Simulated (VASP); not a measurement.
# Ag (Silver): Ag into a neighbouring Ag vacancy, part 2 of 4

Wanted: the minimum-energy path in Ag (Silver) for this move: Ag into a neighbouring Ag vacancy. The start is a cell from a database of measured crystal structures.

VASP 6.6.1; PBE; plane waves and PAW (Ag).

So far. Step 2 (Relax the host): The run ended after 3 ionic steps, 0.009 eV below its first step, once forces and stress met EDIFFG = -0.02.

## Step 3: Relax the start

System of this step: Ag (Silver). The cell holds 26 atoms: 26 Ag. Its edges and angles: a = 8.785 Å, b = 8.785 Å, c = 8.785 Å, α = 60.0°, β = 60.0°, γ = 60.0°. It derives from Ag (Silver). Nearest the centre at fractional (0.000, 0.000, 0.167): Ag1 at 1.48 Å, Ag3 at 2.53 Å, Ag19 at 2.54 Å, Ag7 at 2.54 Å, Ag9 at 2.54 Å, Ag22 at 3.25 Å, Ag21 at 3.27 Å, Ag15 at 3.27 Å.

A path needs two true minima; the start is relaxed with symmetry off.

Input file INCAR:

```
SYSTEM = Ag
PREC = Normal
ENCUT = 280
EDIFF = 1E-05
NELM = 120
ISMEAR = 1
SIGMA = 0.15
LREAL = Auto
ALGO = Fast
GGA = PE
LORBIT = 11
LWAVE = .FALSE.
LCHARG = .FALSE.
KPAR = 3
IBRION = 2
NSW = 60
ISIF = 2
EDIFFG = -0.05
POTIM = 0.4
MAXMIX = 40
ISYM = 0
```

Input file POSCAR:

```
Ag
1.0
    0.0000000000      6.2117992665      6.2117992665
    6.2117992665      0.0000000000      6.2117992665
    6.2117992665      6.2117992665      0.0000000000
Ag
26
Direct
    0.0012982889     -0.0002343876      0.3346803911
    0.0042739431     -0.0028367603      0.6653076789
    0.0023868185      0.3321203209     -0.0005158047
    0.0004523693      0.3346412043      0.3329724745
    0.0001471793      0.3316338845      0.6659949697
   -0.0013709085      0.6670959583      0.0014988010
    0.0008578165      0.6658350654      0.3316474403
    0.0041475761      0.6657604198      0.6666855607
    0.3343755066     -0.0016048834     -0.0071241897
    0.3347067765     -0.0006737363      0.3326477520
    0.3275258943      0.0045916721      0.6688937557
    0.3321533125      0.3366482054      0.0032621969
    0.3317772559      0.3354285934      0.3295831376
    0.3300821130      0.3343847831      0.6659662073
    0.3317702147      0.6679133876     -0.0014786784
    0.3324218608      0.6659480426      0.3343593821
    0.3343286443      0.6667043843      0.6685406273
    0.6683544909     -0.0033023001      0.0006678614
    0.6649980989      0.0046128587      0.3315510896
    0.6641833525      0.0014726586      0.6651294102
    0.6654375557      0.3314001137      0.0021074115
    0.6680192667      0.3304779493      0.3326233314
    0.6648559619      0.3298354719      0.6709227806
    0.6677496573      0.6646257352      0.0028599796
    0.6695909481      0.6645584017      0.3328310356
    0.6622832072      0.6662791469      0.6699386424
```

Input file KPOINTS:

```
Automatic mesh
0
Gamma
3 3 3
0 0 0
```

Potentials, in the order of the species: Ag (PBE family, release 64).

The run is started by

```
mpirun -np 3 vasp_std
```

Output:

```text
[banner, memory and clock lines left out]
running    3 mpi-ranks, on    1 nodes
 distrk:  each k-point on    1 cores,    3 groups
 distr:  one band on    1 cores,    1 groups

 POSCAR found type information on POSCAR Ag
 POSCAR found :  1 types and      26 ions
 LDA part: xc-table for (Slater+PW92), standard interpolation
 POSCAR, INCAR and KPOINTS ok, starting setup
 FFT: planning ... GRIDC
 FFT: planning ... GRID_SOFT
 FFT: planning ... GRID
 WAVECAR not read
 entering main loop
       N       E                     dE             d eps       ncg     rms          rms(c)
DAV:   1     0.142570873334E+04    0.14257E+04   -0.10230E+05  4860   0.102E+03
DAV:   2    -0.272349383639E+02   -0.14529E+04   -0.13764E+04  4974   0.284E+02
DAV:   3    -0.761881552971E+02   -0.48953E+02   -0.48121E+02  5085   0.536E+01
DAV:   4    -0.765647639081E+02   -0.37661E+00   -0.37607E+00  5117   0.469E+00
DAV:   5    -0.765688883621E+02   -0.41245E-02   -0.41235E-02  5136   0.498E-01    0.228E+01
RMM:   6    -0.708576569420E+02    0.57112E+01   -0.19947E+01  4788   0.128E+01    0.153E+01
RMM:   7    -0.707322289361E+02    0.12543E+00   -0.10117E+00  4789   0.204E+00    0.897E+00
RMM:   8    -0.706787480630E+02    0.53481E-01   -0.92948E-02  4788   0.887E-01    0.105E+00
RMM:   9    -0.706752333479E+02    0.35147E-02   -0.18791E-02  4798   0.356E-01    0.126E-01
RMM:  10    -0.706754782961E+02   -0.24495E-03   -0.27306E-03  4807   0.102E-01    0.114E-01
RMM:  11    -0.706755385635E+02   -0.60267E-04   -0.75696E-04  4788   0.809E-02    0.681E-02
RMM:  12    -0.706755042389E+02    0.34325E-04   -0.12232E-04  4787   0.302E-02    0.856E-03
RMM:  13    -0.706755066877E+02   -0.24488E-05   -0.19784E-05  2879   0.954E-03
   1 F= -.70675507E+02 E0= -.70670657E+02  d E =-.706755E+02
 curvature:   0.00 expect dE= 0.000E+00 dE for cont linesearch  0.000E+00
 trial: gam= 0.00000 g(F)=  0.352E-01 g(S)=  0.000E+00 ort = 0.000E+00 (trialstep = 0.100E+01)
 search vector abs. value=  0.352E-01
 bond charge predicted
       N       E                     dE             d eps       ncg     rms          rms(c)
DAV:   1    -0.707018490063E+02   -0.26345E-01   -0.94004E+00  5000   0.667E+00    0.162E-01
RMM:   2    -0.707058353570E+02   -0.39864E-02   -0.40223E-02  4788   0.680E-01    0.111E-01
RMM:   3    -0.707061044545E+02   -0.26910E-03   -0.40389E-03  4793   0.201E-01    0.852E-02
RMM:   4    -0.707060395071E+02    0.64947E-04   -0.53617E-04  4790   0.665E-02    0.569E-02
RMM:   5    -0.707060161966E+02    0.23311E-04   -0.18413E-04  4788   0.394E-02    0.186E-02
RMM:   6    -0.707060204716E+02   -0.42750E-05   -0.23253E-05  2714   0.126E-02
   2 F= -.70706020E+02 E0= -.70701191E+02  d E =-.305138E-01
[...]
3 F= -.70739060E+02 E0= -.70734358E+02  d E =-.635532E-01
[...]
4 F= -.70742466E+02 E0= -.70737837E+02  d E =-.669597E-01
[...]
5 F= -.70742560E+02 E0= -.70737938E+02  d E =-.670529E-01
[...]
6 F= -.70742602E+02 E0= -.70737996E+02  d E =-.670952E-01
 curvature: -10.05 expect dE=-0.139E-01 dE for cont linesearch -0.631E-03
 ZBRENT: bracketing found
 ZBRENT: accuracy reached
 trial: gam= 0.08156 g(F)=  0.138E-02 g(S)=  0.000E+00 ort =-0.149E-02 (trialstep = 0.157E+01)
 search vector abs. value=  0.137E-02
 bond charge predicted
       N       E                     dE             d eps       ncg     rms          rms(c)
DAV:   1    -0.707440087078E+02   -0.14157E-02   -0.90067E-01  4812   0.207E+00    0.360E-02
RMM:   2    -0.707443763194E+02   -0.36761E-03   -0.36057E-03  4788   0.206E-01    0.288E-02
RMM:   3    -0.707444047254E+02   -0.28406E-04   -0.38188E-04  4788   0.625E-02    0.266E-02
RMM:   4    -0.707443877234E+02    0.17002E-04   -0.58601E-05  4732   0.212E-02    0.167E-02
RMM:   5    -0.707443925505E+02   -0.48270E-05   -0.89625E-05  4788   0.229E-02
   7 F= -.70744393E+02 E0= -.70739818E+02  d E =-.179068E-02
 trial-energy change:   -0.001791  1 .order   -0.001695   -0.001984   -0.001406
 step:   2.9189(harm=  5.4024)  dis= 0.00629  next Energy=   -70.745053 (dE=-0.245E-02)
 reached required accuracy - stopping structural energy minimisation
```

The job ended after 7.9 min (3 MPI ranks of AMD EPYC 7R43, shared host; peak memory 1.1 GiB; 24 min of CPU time).

From OUTCAR (step 3):

```text
 Found     14 irreducible k-points:

   k-points           NKPTS =     14   k-points in BZ     NKDIM =     14   number of bands    NBANDS=    171

   dimension x,y,z NGX =    36 NGY =   36 NGZ =   36
   dimension x,y,z NGXF=    72 NGYF=   72 NGZF=   72

   ENCUT  =  280.0 eV  20.58 Ry    4.54 a.u.  11.99 11.99 11.99*2*pi/ulx,y,z

   NELECT =     286.0000    total number of electrons

 E-fermi :   7.4586

 k-point     1 :       0.0000    0.0000    0.0000
  band No.  band energies     occupation
    ...
    141       5.3099      2.00000
    142       5.5488      2.00000
    143       5.5496      2.00000
    144       5.5509      2.00000
    145       5.9972      2.00000
    146      10.3583     -0.00000
    147      10.3601     -0.00000
    148      10.3608     -0.00000
    149      10.4679      0.00000
    150      10.4687      0.00000
    ...

 k-point     2 :       0.3333    0.0000    0.0000
  band No.  band energies     occupation
    ...
    140       5.9452      2.00000
    141       6.0826      2.00000
    142       6.6742      2.00000
    143       7.4090      1.52791
    144       7.4103      1.51483
    145       7.7077     -0.04061
    146       8.0407     -0.00000
    147       8.0422     -0.00000
    148       8.2172     -0.00000
    149      10.1974     -0.00000
    ...

  Total       -1.9480420     -1.9401515     -1.9551636      0.1923436      0.1791825      0.1821657
  in kB       -6.5106848     -6.4843133     -6.5344864      0.6428448      0.5988580      0.6088285
  external PRESSURE =      -6.5098282 kB  Pullay stress =       0.0000000 kB

  energy-cutoff  :      280.00
  volume of cell :      479.38
      direct lattice vectors                 reciprocal lattice vectors
     0.000000000  6.211799266  6.211799266    -0.080491976  0.080491976  0.080491976
     6.211799266  0.000000000  6.211799266     0.080491976 -0.080491976  0.080491976
     6.211799266  6.211799266  0.000000000     0.080491976  0.080491976 -0.080491976

 POSITION                                       TOTAL-FORCE (eV/Angst)
 -----------------------------------------------------------------------------------
      8.26107      2.05930      6.21571        -0.003675     -0.029529     -0.009101
     10.36301      4.16015      6.20903         0.020188     -0.002117     -0.004730
      8.25661      6.21850      2.05226         0.010203     -0.016993     -0.014895
      4.14287      8.28280      8.27418        -0.006319      0.009290      0.025340
      6.21835     10.35917      8.25591        -0.017314      0.032727      0.016893
      4.16148      6.21195     10.37031        -0.004628      0.014540     -0.001822
      6.22243      8.26180     10.37161        -0.034584     -0.002586      0.006380
      8.28234      4.14337      4.13935        -0.002380      0.007502      0.003611
     12.41242      8.25769      8.26408         0.017320      0.007402      0.005023
      8.26711      4.14166      8.28612         0.041081     -0.004010     -0.008103
      4.16650      6.19247      2.05017        -0.013691      0.035645     -0.000248
      2.06986      2.06995      4.13736         0.005628      0.002022      0.008459
      4.14534      4.13354      4.14369        -0.010041      0.003947     -0.007886
      6.21358      6.20351      4.13205        -0.015461      0.012565     -0.010295
     10.37842      8.25720      6.21417        -0.014076      0.000413     -0.017801
      6.20932      4.13079      6.21505         0.002177      0.002975     -0.007705
      8.29114      6.21787      6.21551         0.009367     -0.018758     -0.019830
      6.20347      4.16013     10.36288         0.008234      0.012200      0.016745
      8.26561      6.20944     10.36730        -0.010312     -0.003059      0.016976
     10.34440      8.27880     10.34866         0.018561      0.000599     -0.003296
      2.04893      4.16242      6.21095         0.006716      0.000831     -0.024791
      4.12723      6.21613      6.21002        -0.001092     -0.009239     -0.008524
      6.20895      8.29941      6.19359         0.005051     -0.019636      0.034563
      4.13612      4.14943      8.27578         0.010789     -0.005995      0.008549
      6.21325      6.22424      8.28645        -0.015645     -0.019970      0.008637
      8.28868      8.28306      8.27863        -0.006098     -0.010766     -0.012151
 -----------------------------------------------------------------------------------
    total drift:                                0.003437      0.002247      0.001048

  FREE ENERGIE OF THE ION-ELECTRON SYSTEM (eV)
  ---------------------------------------------------
  free  energy   TOTEN  =       -70.7443925505 eV

  energy  without entropy=      -70.7306698712  energy(sigma->0) =      -70.73981832

 total charge
# of ion       s       p       d       tot
------------------------------------------
    1        0.411   0.254   9.149   9.814
    2        0.411   0.254   9.149   9.814
    3        0.411   0.253   9.149   9.814
    4        0.406   0.269   9.144   9.819
    5        0.411   0.254   9.149   9.814
    6        0.411   0.253   9.149   9.813
    7        0.411   0.253   9.149   9.813
    8        0.407   0.270   9.144   9.820
    9        0.411   0.254   9.149   9.814
   10        0.407   0.270   9.144   9.820
   11        0.411   0.253   9.149   9.813
   12        0.406   0.269   9.144   9.819
   13        0.406   0.268   9.144   9.818
   14        0.412   0.274   9.139   9.826
   15        0.411   0.253   9.149   9.813
   16        0.413   0.275   9.139   9.827
   17        0.412   0.274   9.139   9.826
   18        0.411   0.253   9.149   9.814
   19        0.411   0.253   9.149   9.813
   20        0.406   0.269   9.144   9.820
   21        0.411   0.253   9.149   9.813
   22        0.413   0.274   9.139   9.826
   23        0.413   0.275   9.139   9.827
   24        0.406   0.269   9.144   9.820
   25        0.413   0.275   9.139   9.827
   26        0.407   0.270   9.144   9.820
--------------------------------------------------
tot         10.660   6.840 237.776 255.277

[... 1 part as in an earlier step ...]

[... 7 further parts left out ...]
```

The steps of the relaxation:

| step | energy less that of the first step (eV) | largest force (eV/Å) |
| --- | --- | --- |
| 1 | 0.0000 | 0.3135 |
| 2 | -0.0305 | 0.2275 |
| 3 | -0.0636 | 0.0851 |
| 4 | -0.0670 | 0.0553 |
| 5 | -0.0671 | 0.0566 |
| 6 | -0.0671 | 0.0625 |
| 7 | -0.0689 | 0.0421 |

The atoms that moved most (Å):

| atom | dx | dy | dz | length |
| --- | --- | --- | --- | --- |
| Ag9 | 0.043 | 0.013 | -0.015 | 0.047 |
| Ag12 | -0.042 | -0.014 | -0.017 | 0.047 |
| Ag1 | -0.028 | -0.028 | -0.003 | 0.040 |
| Ag19 | -0.034 | 0.019 | -0.004 | 0.040 |
| Ag2 | 0.036 | 0.001 | -0.012 | 0.038 |
| Ag7 | 0.026 | -0.015 | 0.018 | 0.036 |
| Ag21 | -0.023 | 0.016 | 0.019 | 0.033 |
| Ag8 | 0.005 | -0.024 | -0.022 | 0.033 |

Final coordinates:

```
Ag
1.0
     0.00000    6.21180    6.21180
     6.21180    0.00000    6.21180
     6.21180    6.21180    0.00000
Ag
26
Direct
  0.00112 0.99951 0.33039
  0.00050 0.99906 0.66922
  0.00114 0.32924 0.99994
  0.99924 0.33277 0.33416
  0.99784 0.33123 0.66982
  0.99977 0.66968 0.00025
  0.99898 0.67068 0.33103
  0.00003 0.66634 0.66699
  0.33077 0.99962 0.99859
  0.33490 0.99903 0.33184
  0.32810 0.00195 0.66879
  0.33303 0.33302 0.00020
  0.33258 0.33448 0.33285
  0.33179 0.33341 0.66688
  0.32945 0.67093 0.99983
  0.33296 0.66757 0.33203
  0.33342 0.66718 0.66756
  0.66966 0.99860 0.00006
  0.66898 0.99999 0.33064
  0.66672 0.99925 0.66603
  0.67005 0.32981 0.00003
  0.66800 0.33172 0.33270
  0.66680 0.33027 0.66927
  0.66721 0.66506 0.00079
  0.66788 0.66611 0.33413
  0.66591 0.66682 0.66753
```

This step gave:

- electronic cycles: 41
- electrons: 286
- free energy (TOTEN): -70.7444 eV
- energy at zero smearing: -70.7398 eV
- Fermi energy: 7.459 eV

The run ended after 7 ionic steps, 0.069 eV below its first step, once the forces on the free atoms met EDIFFG = -0.05.

(Part 2 of 4 ends here.)

[Lines on the potential files, build, host, timing and source positions are cut from VASP's logs without a mark.]

[Logs are printed without paths, hosts, clocks, repeated set-up lines and the standing remarks that a program may print on its own settings, such as how far it seeks lower states.]

[Hosts, paths, dates, database ids (printed as entryN), source tags and the programs' standing remarks are cut or masked in the printed files.]

[Runs that stopped without an error message from VASP are left out.]
